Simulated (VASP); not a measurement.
## BAs (rocksalt), r²SCAN relaxation of cell and atoms: Ansatz's output and VASP's

Start cell

```
CELL_PARAMETERS angstrom
0.00000 2.30529 2.30529
2.30529 0.00000 2.30529
2.30529 2.30529 0.00000
ATOMIC_POSITIONS crystal
B 0.00000 0.00000 0.00000
As 0.50000 0.50000 0.50000
```

Ansatz printed

```
basis re-selected at this cell: Δ(F+E_penalty+E_count) = -6.614e-9 eV, ΔP = +0.001 GPa vs the last step (what re-selecting the basis moved, of the pressure what is left beyond the Pulay correction that the steps carried, after the strain that the cell walked since its last selection, with what the two solves' SCF thresholds leave and, on support functions, any second-order correction that the steps lacked; it is no measure of the basis error at this ecutwfc). This SCF's stress stands 1.67e-2 GPa from its target on what of the cell is left free (relax.cell.stress_tol is 5.00e-2 GPa) and its largest allowed force component is 1.02e-30 eV/Å (relax.f_tol is 5.00e-3 eV/Å): within both
SCF converged after 4 iterations
Free energy (F): -5019.236661 eV
Harris-Foulkes:  -5019.236661 eV  (|F-HF|=7.28e-12)
Internal energy: -5019.235096 eV  (E = F + TS)
E sigma→0 (E₀):  -5019.235878 eV
Entropy (-TS):   -0.001566 eV (-0.783 meV/atom)
Fermi energy:    12.732677 eV
--- Per-component energies (eV) ---
  E_band       = -190.736650
  E_kinetic    = 147.345321
  E_local      = -1514.340426  (includes V_loc(G=0)·N_el)
  E_nonlocal   = -656.880769
  E_hartree    = 867.477278
  E_xc         = -104.666968
  E_vxc        = -124.588980  (∫ρ·V_xc dr)
  E_paw        = -1928.176484  (= ΣΔE_a)
  E_vpaw       = 216.366594  (= ΣTr[D̂ρ^β])
  E_aug_tail   = -0.000007  (compensation charges beyond the density's cutoff)
  E_vtau       = 6.407131  (kinetic-family band-sum trace: ∫τ·v_τ [+ j·A + Jᵃ·Aᵃ] dr)
  E_ewald      = -1828.517189
  E_core_change = -1.475850  (= ΣΔE_core)
  E_smearing   = -0.001566  (= −TS)
  E_closure    = -0.000000  (closes the sum)
  Σ components = -5019.236661   (vs F -5019.236661, Δ=0.00e0)
--- Forces (eV/Å), atoms counted from 1 ---
  atom   1  B     -0.00000000    -0.00000000     0.00000000
  atom   2  As     0.00000000    -0.00000000    -0.00000000
  max |Σ_I F_I| component: 7.23e-31 eV/Å
--- Stress (GPa, compression-positive) ---
        0.016671      -0.000000       0.000000
       -0.000000       0.016671       0.000000
        0.000000      -0.000000       0.016671
  P = ⅓ Tr σ = 0.0167 GPa (0.167 kbar)
--- Relaxed structure (1 steps of the walk, 1 accepted, 1 SCFs on fresh bases) ---
  F+E_penalty+E_count = -5019.23666140 eV   max|allowed force component| = 1.019e-30 eV/Å   (the final SCF, on the basis selected at the relaxed cell)
  cell:  # Å, volume = 24.5022 Å³
    - [0.0, 2.3052873175, 2.3052873175]
    - [2.3052873175, 0.0, 2.3052873175]
    - [2.3052873175, 2.3052873175, 0.0]
  atoms:
    - { symbol: B, position: [0.0, 0.0, 0.0] }
    - { symbol: As, position: [0.5, 0.5, 0.5] }
```

The two codes use different PAW datasets and cutoffs. VASP's cell holds 8 valence electrons and Ansatz's 18.

Task: What does VASP give for the same cell and level of theory?

Result: relaxed cell vector lengths 3.262, 3.262, 3.262 Å; relaxed cell volume 24.53 Å³.

From OUTCAR

```
k-points           NKPTS =     29   k-points in BZ     NKDIM =     29   number of bands    NBANDS=     11

   NELECT =       8.0000    total number of electrons

   dimension x,y,z NGX =    28 NGY =   28 NGZ =   28
   dimension x,y,z NGXF=    56 NGYF=   56 NGZF=   56

  energy-cutoff  :      600.00
  volume of cell :       24.53
      direct lattice vectors                 reciprocal lattice vectors
    -0.000000000  2.306238189  2.306238189    -0.216803278  0.216803278  0.216803278
     2.306238189 -0.000000000  2.306238189     0.216803278 -0.216803278  0.216803278
     2.306238189  2.306238189 -0.000000000     0.216803278  0.216803278 -0.216803278

 k-points in reciprocal lattice and weights: KPOINTS created by Atomic Simulation Env
   0.00000000  0.00000000  0.00000000       0.002
   0.12500000  0.00000000  0.00000000       0.016
   0.25000000  0.00000000  0.00000000       0.016
   0.37500000  0.00000000  0.00000000       0.016
   0.50000000  0.00000000  0.00000000       0.008
   0.12500000  0.12500000  0.00000000       0.012
   0.25000000  0.12500000  0.00000000       0.047
   0.37500000  0.12500000  0.00000000       0.047
   ...

 E-fermi :   7.1266

 k-point     1 :       0.0000    0.0000    0.0000
  band No.  band energies     occupation
      1      -9.5056      2.00000
      2       7.1554      0.38332
      3       7.1554      0.38332
      4       7.1554      0.38332
      5      11.0035      0.00000
      6      15.3876      0.00000
      7      15.3876      0.00000
      8      15.3876      0.00000
      9      16.5546      0.00000
     10      16.5546      0.00000
     11      16.5546      0.00000

 k-point     2 :       0.1250    0.0000    0.0000
  band No.  band energies     occupation
      1      -9.1915      2.00000
      2       5.1556      2.00000
      3       7.1394      0.69145
      4       7.1394      0.69145
      5      11.8590      0.00000
      6      13.9581      0.00000
      7      13.9581      0.00000
      8      14.9368      0.00000
      9      16.6797      0.00000
     10      17.2408      0.00000
     11      17.2408      0.00000

 k-point     3 :       0.2500    0.0000    0.0000
  band No.  band energies     occupation
      1      -8.2605      2.00000
      2       1.8648      2.00000
      3       7.2153      0.02343
      4       7.2153      0.02343
      5      11.7350      0.00000
      6      11.7350      0.00000
      7      12.1035      0.00000
      8      14.0877      0.00000
      9      18.1757      0.00000
     10      19.1347      0.00000
     11      19.1347      0.00000

 k-point     4 :       0.3750    0.0000    0.0000
  band No.  band energies     occupation
      1      -6.7806      2.00000
      2      -1.2317      2.00000
      3       7.6028      0.00000
      4       7.6028      0.00000
      5       9.8429      0.00000
      6       9.8429      0.00000
      7      11.9196      0.00000
      8      13.3649      0.00000
      9      20.5224      0.00000
     10      21.9656      0.00000
     11      21.9656      0.00000

 k-point     5 :       0.5000    0.0000    0.0000
  band No.  band energies     occupation
      1      -5.4866      2.00000
      2      -3.0877      2.00000
      3       8.3725      0.00000
      4       8.3725      0.00000
      5       8.5454      0.00000
      6       8.5454      0.00000
      7      11.8446      0.00000
      8      13.0775      0.00000
      9      22.1043      0.00000
     10      24.6735      0.00000
     11      24.6735      0.00000

 k-point     6 :       0.1250    0.1250    0.0000
  band No.  band energies     occupation
      1      -9.0865      2.00000
      2       6.0006      2.00000
      3       6.2836      2.00000
      4       6.2836      2.00000
      5      11.3869      0.00000
      6      13.0371      0.00000
      7      14.9993      0.00000
      8      15.6830      0.00000
      9      15.6830      0.00000
     10      18.3277      0.00000
     11      18.3277      0.00000

 k-point     7 :       0.2500    0.1250    0.0000
  band No.  band energies     occupation
      1      -8.3595      2.00000
      2       3.1360      2.00000
      3       5.7505      2.00000
      4       6.9378      1.99984
      5       9.1021      0.00000
      6      13.8626      0.00000
      7      14.6434      0.00000
      8      14.8775      0.00000
      9      15.6448      0.00000
     10      20.1132      0.00000
     11      20.3141      0.00000

 k-point     8 :       0.3750    0.1250    0.0000
  band No.  band energies     occupation
      1      -7.0502      2.00000
      2      -0.0256      2.00000
      3       5.7042      2.00000
      4       7.0237      1.98841
      5       7.6640      0.00000
      6      12.7867      0.00000
      7      14.0419      0.00000
      8      14.6432      0.00000
      9      17.0980      0.00000
     10      22.3021      0.00000
     11      23.0529      0.00000

 ...

  Total       -0.0077250     -0.0077250     -0.0077250      0.0000000      0.0000000      0.0000000
  in kB       -0.5045045     -0.5045045     -0.5045045      0.0000000      0.0000000      0.0000000
  external PRESSURE =      -0.5045045 kB  Pullay stress =       0.0000000 kB

 POSITION                                       TOTAL-FORCE (eV/Angst)
 -----------------------------------------------------------------------------------
      2.30624     -0.00000      2.30624        -0.000000     -0.000000      0.000000
      2.30624      2.30624      2.30624         0.000000      0.000000     -0.000000
 -----------------------------------------------------------------------------------
    total drift:                                0.000000      0.000000      0.000000

  FREE ENERGIE OF THE ION-ELECTRON SYSTEM (eV)
  ---------------------------------------------------
  free  energy   TOTEN  =       -20.1563242846 eV

  energy  without entropy=      -20.1547386810  energy(sigma->0) =      -20.15553148
```
